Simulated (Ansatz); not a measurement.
The system is NaI.

```
I Na
1.0
     0.00000    3.23640    3.23640
     3.23640    0.00000    3.23640
     3.23640    3.23640    0.00000
I Na
1 1
Cartesian
  3.2364 3.2364 3.2364
  0.0000 0.0000 0.0000
```

Base run:

* Program: Ansatz 0.2.0
* Functional: HSE06
* Potentials or basis: Ansatz PAW
* Cutoff: 420 eV (not typed: the program's choice for these potentials)
* k mesh: 6 × 6 × 6
* Occupations: fermi-dirac, width 0.05 eV
* Spin: no spin polarisation

Its results: band gap on the k mesh 4.67 eV, direct; pressure 0.1 GPa.

The run is repeated on the same cell with these changes: functional from HSE06 to PBE0. What comes out?

Band gap on the k mesh 5.34 eV, direct; pressure 0.1 GPa.

Caveats: spin-orbit coupling is left out, which moves the levels of the heavy elements; the PAW data sets come from PBE, with cores solved anew for the run's functional, which leaves a small shift of forces and pressure; the thresholds are loose for stress.
